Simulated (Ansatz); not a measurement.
Set up this calculation in Ansatz 0.2.0, as the native input.

```yaml
Task: relaxation of cell and atoms
Functional: PBEsol
Potentials_or_basis: Ansatz PAW
Cutoff: "420 eV (not typed: the program's choice for these potentials)"
k_mesh: 13 × 13 × 13
Occupations: fermi-dirac, width 0.05 eV
Spin: collinear spin, ferromagnetic start
Starting_moments: "[1.0] μB"
```

Crystal: Ni.

```
CELL_PARAMETERS angstrom
0.00000 1.73757 1.73757
1.73757 0.00000 1.73757
1.73757 1.73757 0.00000
ATOMIC_POSITIONS crystal
Ni 0.00000 0.00000 0.00000
```

These files were run (other wordings do the same):

input.yaml

```yaml
crystal:
  lattice:
    - [0.0, 1.737572933, 1.737572933]
    - [1.737572933, 0.0, 1.737572933]
    - [1.737572933, 1.737572933, 0.0]
  atoms:
    - { symbol: Ni, position: [0.0, 0.0, 0.0], spin: 1.0 }
hamiltonian:
  xc: pbesol
  pseudopotentials: { kind: paw }
magnetization:
  spin_polarized: true
kpoints:
  mp_grid: { grid: [13, 13, 13] }
scf:
  occupations: { method: fermi_dirac, width: 0.05 }
output:
  forces: true
  stress: true
  write_density: true
  write_potential: true
  elf: true
  volumetric_format: npy
relax:
  f_tol: 0.01
  max_steps: 40
  cell: { stress_tol: 0.05 }
```

Potentials or basis: Ansatz PAW.

Launch:

```sh
$ ansatz run input.yaml --threads 2 --pin off --max-ram 5632MiB --backend cpu --events-out ev --progress --plain --runs-dir out
```

It gave:

The relaxed volume is 10.38 Å³/atom, the relaxed cell is a = 2.449 Å, b = 2.449 Å, c = 2.449 Å, α = 60.00°, β = 60.00°, γ = 60.00° and the space group after relaxing (to 0.05 Å) is Fm-3m (No. 225). The energy gained by relaxing is 0.8 meV/atom and the ionic steps are 4. The pressure after relaxing is 0.0 GPa and the band gap on the k mesh is none (metal or under the smearing width). The net moment is 0.63 μB per cell, the absolute moment is 0.71 μB per cell and the site moments are Ni +0.66 μB.

Caveat: the plane-wave basis is chosen anew once the cell has moved, so the energies of steps on either side of that aren't comparable; the PAW data sets come from PBE, with cores solved anew for the run's functional, which leaves a small shift of forces and pressure.

Run time: 5.6 s on 2 threads of Arm Neoverse V1 (shared host), peak memory 0.28 GiB.
